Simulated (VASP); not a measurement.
# Re (Fm-3m) in VASP: a series of runs

One crystal, Re, is run at these levels: PBE; tasks: single point.

Program: VASP 6.6.1. These are calculated values, not measurements. Logs are shortened: lines on timing, memory, paths and dates and some standing lists are left out, and cuts for length are marked.

### 1 Starting point

Symmetry: Fm-3m, No. 225, cubic system. The conventional cell has a = 3.889 Å, b = 3.889 Å, c = 3.889 Å, α = 90.00°, β = 90.00°, γ = 90.00°. Re (site symmetry m-3m) is surrounded by 12 Re at 2.75 Å.

The cell was built by a generator and needn't be a form met in nature.

### 2 Single point, PBE

INCAR reads:

```
PREC = Accurate
ENCUT = 520
EDIFF = 1E-6
ISMEAR = 0
SIGMA = 0.05
LREAL = False
LASPH = True
NELM = 60
ALGO = Fast
ISIF = 2
LWAVE = False
LCHARG = False
GGA = PE
NBANDS = 10
```

KPOINTS reads:

```
Automatic mesh
0
Gamma
  18 18 18
```

POSCAR reads:

```
Re
1.0
    0.0000000000      1.9444197246      1.9444197246
    1.9444197246      0.0000000000      1.9444197246
    1.9444197246      1.9444197246      0.0000000000
Re
1
Direct
    0.0000000000      0.0000000000      0.0000000000
```

Potentials or basis: VASP PAW PBE potentials, release 64 (Re).

The run is started by

```bash
cat potpaw_PBE.64/Re/POTCAR > POTCAR
mpirun -np 1 vasp_std > vasp.out
```

OUTCAR:

```text
PREC = Accurate
   ENCUT = 520
   EDIFF = 1E-6
   ISMEAR = 0
   LREAL = False
   LASPH = True
   NELM = 60
   ISIF = 2
   GGA = PE

 ion  position               nearest neighbor table
   1  0.000  0.000  0.000-

  LATTYP: Found a face centered cubic cell.
 ALAT       =     3.8888394492

  Lattice vectors:

 A1 = (   0.0000000000,   1.9444197246,   1.9444197246)
 A2 = (   1.9444197246,   0.0000000000,   1.9444197246)
 A3 = (   1.9444197246,   1.9444197246,   0.0000000000)

Analysis of symmetry for initial positions (statically):
=====================================================================
 Subroutine PRICEL returns:
 Original cell was already a primitive cell.

 Routine SETGRP: Setting up the symmetry group for a
 face centered cubic supercell.

 Subroutine GETGRP returns: Found 48 space group operations
 (whereof 48 operations were pure point group operations)
 out of a pool of 48 trial point group operations.

The static configuration has the point symmetry O_h .

Analysis of symmetry for dynamics (positions and initial velocities):
=====================================================================
 Subroutine PRICEL returns:
 Original cell was already a primitive cell.

 Routine SETGRP: Setting up the symmetry group for a
 face centered cubic supercell.

 Subroutine GETGRP returns: Found 48 space group operations
 (whereof 48 operations were pure point group operations)
 out of a pool of 48 trial point group operations.

The dynamic configuration has the point symmetry O_h .

 Subroutine INISYM returns: Found 48 space group operations
 (whereof 48 operations are pure point group operations),
 and found     1 'primitive' translations

----------------------------------------------------------------------------------------

                                     Primitive cell

  volume of cell :      14.7028

  direct lattice vectors                    reciprocal lattice vectors
     0.000000000  1.944419725  1.944419725    -0.257146126  0.257146126  0.257146126
     1.944419725  0.000000000  1.944419725     0.257146126 -0.257146126  0.257146126
     1.944419725  1.944419725  0.000000000     0.257146126  0.257146126 -0.257146126

  length of vectors
     2.749824745  2.749824745  2.749824745     0.445390156  0.445390156  0.445390156

  position of ions in fractional coordinates (direct lattice)
     0.000000000  0.000000000  0.000000000

  ion indices of the primitive-cell ions
   primitive index   ion index
                 1           1

----------------------------------------------------------------------------------------

 KPOINTS: Automatic mesh

Automatic generation of k-mesh.
 Grid dimensions read from file:
 generate k-points for:   18   18   18

 Generating k-lattice:

  Cartesian coordinates                     Fractional coordinates (reciprocal lattice)
    -0.014285896  0.014285896  0.014285896     0.055555556  0.000000000  0.000000000
     0.014285896 -0.014285896  0.014285896     0.000000000  0.055555556  0.000000000
     0.014285896  0.014285896 -0.014285896     0.000000000  0.000000000  0.055555556

  Length of vectors
     0.024743898  0.024743898  0.024743898

  Shift w.r.t. Gamma in fractional coordinates (k-lattice)
     0.000000000  0.000000000  0.000000000

 Subroutine IBZKPT returns following result:
 ===========================================

 Found    195 irreducible k-points:

 Following reciprocal coordinates:
            Coordinates               Weight
  0.000000  0.000000  0.000000      1.000000
  0.055556  0.000000  0.000000      8.000000
  0.111111  0.000000  0.000000      8.000000
  0.166667  0.000000  0.000000      8.000000
  0.222222  0.000000  0.000000      8.000000
  0.277778  0.000000  0.000000      8.000000
[... 16 lines left out ...]
 -0.277778  0.055556  0.000000     24.000000
 -0.222222  0.055556  0.000000     24.000000
 [... further k-points ...]
   k-points           NKPTS =    195   k-points in BZ     NKDIM =    195   number of bands    NBANDS=     10
   number of dos      NEDOS =    301   number of ions     NIONS =      1
   total plane-waves  NPLWV =   8000
   dimension x,y,z NGX =    20 NGY =   20 NGZ =   20
   dimension x,y,z NGXF=    40 NGYF=   40 NGZF=   40
   ions per type =               1
   NGX,Y,Z   is equivalent  to a cutoff of  12.09, 12.09, 12.09 a.u.
   NGXF,Y,Z  is equivalent  to a cutoff of  24.18, 24.18, 24.18 a.u.
 SYSTEM =  unknown system
   PREC   = accura    normal or accurate (medium, high low for compatibility)
   ISTART =      0    job   : 0-new  1-cont  2-samecut
   ICHARG =      2    charge: 1-file 2-atom 10-const
   ISPIN  =      1    spin polarized calculation?
   LNONCOLLINEAR =      F non collinear calculations
   LSORBIT =      F    spin-orbit coupling
   LASPH  =      T    aspherical Exc in radial PAW
   ENCUT  =  520.0 eV  38.22 Ry    6.18 a.u.   5.11  5.11  5.11*2*pi/ulx,y,z
   NELM   =     60;   NELMIN=  2; NELMDL= -5     # of ELM steps
   EDIFF  = 0.1E-05   stopping-criterion for ELM
   LREAL  =      F    real-space projection
[... 7 lines left out ...]
   TEBEG  =    0.0;   TEEND  =   0.0 temperature during run
   PSTRESS=    0.0 pullay stress
   NELECT =       7.0000    total number of electrons
   NUPDOWN=      -1.0000    fix difference up-down
   EMIN   =  10.00;   EMAX   =-10.00  energy-range for DOS
   EFERMI =   0.00;   METHOD = LEGACY
   ISMEAR =     0;   SIGMA  =   0.05  broadening in eV -4-tet -1-fermi 0-gaus
   EFERMI_NEDOS =   21; number of points for ismear=-14 and -15
   IALGO  =     68    algorithm
   IMIX   =      4    mixing-type and parameters
     AMIX     =   0.40;   BMIX     =  1.00
     AMIX_MAG =   1.60;   BMIX_MAG =  1.00
  volume/ion in A,a.u.               =      14.70        99.22
  Fermi-wavevector in a.u.,A,eV,Ry     =   1.278324  2.415681 22.233435  1.634111
  Thomas-Fermi vector in A             =   2.410873
   LORBIT       =      0    0 simple, 1 ext, 2 COOP (PROOUT), +10 PAW based schemes
   GGA     = PE    functional components
   LHFCALC =     F    Hartree Fock is set to
   AEXX    =    0.0000 exact exchange contribution
   IVDW    =     0    specifies the selected vdW correction
   LEPSILON=     F    determine dielectric tensor
   LRPA    =     F    only Hartree local field effects (RPA)
 non-spin polarized calculation
 RMM-DIIS sequential band-by-band and
 Gauss-broadening in eV      SIGMA  =   0.05
  energy-cutoff  :      520.00
  volume of cell :       14.70
 maximum number of plane-waves:       411
   NGX = 11   NGY = 11   NGZ = 11

 number of electron       7.0000001 magnetization

 Free energy of the ion-electron system (eV)
  ---------------------------------------------------
  ext. energy  EPLUGINS =         0.00000000
  ---------------------------------------------------
  free energy    TOTEN  =       -12.35518655 eV

  energy without entropy =      -12.35418122  energy(sigma->0) =      -12.35468388

 E-fermi :   8.1473     XC(G=0): -13.7364

 val. band max:        8.1355001129   @ k =  -0.3889   0.4444   0.0556
 cond. band min:       8.1935728880   @ k =  -0.3333   0.2778   0.0000
 fundamental gap:      0.0580727751
 Fermi energy:         8.1472623869

 k-point     1 :       0.0000    0.0000    0.0000
  band No.  band energies     occupation
      1      -1.9739      2.00000
      2       6.2437      2.00000
      3       6.2437      2.00000
      4       6.2437      2.00000
      5       9.4358      0.00000
      6       9.4358      0.00000
      7      22.0776      0.00000
      8      27.7418      0.00000
      9      27.7418      0.00000
     10      27.7418      0.00000

 k-point     2 :       0.0556    0.0000    0.0000
  band No.  band energies     occupation
      1      -1.8297      2.00000
      2       6.1442      2.00000
      3       6.3120      2.00000
      4       6.3120      2.00000
      5       9.3798      0.00000
      6       9.3798      0.00000
      7      22.3599      0.00000
      8      26.9840      0.00000
      9      28.0056      0.00000
     10      28.0056      0.00000

 k-point     3 :       0.1111    0.0000    0.0000
  band No.  band energies     occupation
      1      -1.4128      2.00000
      2       5.8883      2.00000
      3       6.4900      2.00000
      4       6.4900      2.00000
      5       9.2551      0.00000
      6       9.2551      0.00000
      7      23.1251      0.00000
      8      25.6181      0.00000
      9      28.7724      0.00000
     10      28.7724      0.00000

 k-point     4 :       0.1667    0.0000    0.0000
  band No.  band energies     occupation
      1      -0.7762      2.00000
      2       5.5880      2.00000
      3       6.6857      2.00000
      4       6.6857      2.00000
      5       9.1916      0.00000
      6       9.1916      0.00000
      7      23.6708      0.00000
      8      24.8139      0.00000
      9      29.9754      0.00000
     10      29.9754      0.00000
[... 222 lines left out ...]
 k-point    22 :      -0.3333    0.0556    0.0000
  band No.  band energies     occupation
      1       1.2910      2.00000
      2       6.2255      2.00000
      3       6.2661      2.00000
      4       6.4342      2.00000
      5      10.3571      0.00000
      6      11.4154      0.00000
      7      20.3116      0.00000
      8      23.9309      0.00000
      9      29.7515      0.00000
     10      31.7739      0.00000

 k-point    23 :      -0.2778    0.0556    0.0000
  band No.  band energies     occupation
      1       0.9565      2.00000
      2       5.5292      2.00000
      3       6.5057      2.00000
      4       6.6613      2.00000
      5       9.5887      0.00000
      6      10.6946      0.00000
      7      21.3888      0.00000
      8      25.4335      0.00000
      9      30.9332      0.00000
     10      32.0017      0.00000

 k-point    24 :      -0.2222    0.0556    0.0000
  band No.  band energies     occupation
      1       0.3387      2.00000
      2       5.2805      2.00000
      3       6.7053      2.00000
      4       6.8399      2.00000
      5       9.0003      0.00000
      6      10.0544      0.00000
      7      22.4848      0.00000
      8      25.9590      0.00000
      9      30.6989      0.00000
     10      31.9985      0.00000

 [... further k-points ...]

------------------------ aborting loop because EDIFF is reached ----------------------------------------

  FORCE on cell =-STRESS in cart. coord.  units (eV):
  Direction    XX          YY          ZZ          XY          YZ          ZX
  --------------------------------------------------------------------------------------
  -------------------------------------------------------------------------------------
  Total        0.6644052      0.6644052      0.6644052      0.0000000     -0.0000000      0.0000000
  in kB       72.4008309     72.4008309     72.4008309      0.0000000     -0.0000000      0.0000000
  external PRESSURE =      72.4008309 kB  Pullay stress =       0.0000000 kB

 VOLUME and BASIS-vectors are now :
 -----------------------------------------------------------------------------
  energy-cutoff  :      520.00
  volume of cell :       14.70
      direct lattice vectors                 reciprocal lattice vectors
     0.000000000  1.944419725  1.944419725    -0.257146126  0.257146126  0.257146126
     1.944419725  0.000000000  1.944419725     0.257146126 -0.257146126  0.257146126
     1.944419725  1.944419725  0.000000000     0.257146126  0.257146126 -0.257146126

 POSITION                                       TOTAL-FORCE (eV/Angst)
 -----------------------------------------------------------------------------------
      0.00000      0.00000      0.00000         0.000000     -0.000000     -0.000000
 -----------------------------------------------------------------------------------
    total drift:                                0.000000      0.000000     -0.000000

  FREE ENERGIE OF THE ION-ELECTRON SYSTEM (eV)
  ---------------------------------------------------
  free  energy   TOTEN  =       -12.3551865473 eV

  energy  without entropy=      -12.3541812188  energy(sigma->0) =      -12.35468388
```

Wall time 21 s (1 thread of Intel Xeon 6975P-C (Granite Rapids), shared host); peak memory 0.14 GiB.

What came out:

| Property | Result |
| --- | --- |
| Free energy | -12.3552 eV |
| Pressure | 7.2 GPa |
| Band gap on the k mesh | none (metal or under the smearing width) |

### 3 Single point, PBE

This run uses another cell than the first one, of 15.46 Å³/atom, 1.052 times its volume.

INCAR reads:

```
PREC     = Accurate       # precision mode
ENCUT    = 520            # plane-wave cutoff, eV
EDIFF    = 1E-7           # SCF threshold, eV
ISMEAR   = 0              # smearing method
SIGMA    = 0.05           # smearing width, eV
LREAL    = False          # projectors in reciprocal space
LASPH    = True           # aspherical terms in the spheres
NELM     = 80             # most SCF steps
ALGO     = Normal         # electronic algorithm
ISIF     = 2              # what is computed and relaxed
LWAVE    = False          # write WAVECAR
LCHARG   = False          # write CHGCAR
GGA      = PE             # functional
NBANDS   = 10             # bands
```

KPOINTS is that of step 2.

POSCAR reads:

```
Re
1.0
    0.0000000000      1.9772781472      1.9772781472
    1.9772781472      0.0000000000      1.9772781472
    1.9772781472      1.9772781472      0.0000000000
Re
1
Direct
    0.0000000000      0.0000000000      0.0000000000
```

Potentials or basis: VASP PAW PBE potentials, release 64 (Re).

The run is started by

```bash
cat potpaw_PBE.64/Re/POTCAR > POTCAR
mpirun -np 1 vasp_std > vasp.out
```

Wall time 24 s (1 thread of Intel Xeon 6975P-C (Granite Rapids), shared host); peak memory 0.16 GiB.

It converged, with:

* Free energy: -12.3453 eV
* Pressure: -10.9 GPa
* Band gap on the k mesh: none (metal or under the smearing width)

Levels at points of the mesh, in eV from the Fermi level:
| k point | band 1 | band 2 | band 3 | band 4 | band 5 | band 6 | band 7 | band 8 | band 9 |
| --- | --- | --- | --- | --- | --- | --- | --- | --- | --- |
| (0.00, 0.00, 0.00) | -9.76 | -1.77 | -1.77 | -1.77 | 1.19 | 1.19 | 13.89 | 19.27 | 19.27 |
| (0.50, 0.00, 0.00) | -6.50 | -1.95 | -1.95 | 0.17 | 3.55 | 3.55 | 9.28 | 13.38 | 19.57 |
| (0.50, 0.50, 0.00) | -6.38 | -5.55 | 2.62 | 3.50 | 4.24 | 4.24 | 11.91 | 11.91 | 12.18 |

Spin-orbit coupling is left out, which matters for the levels of Re.
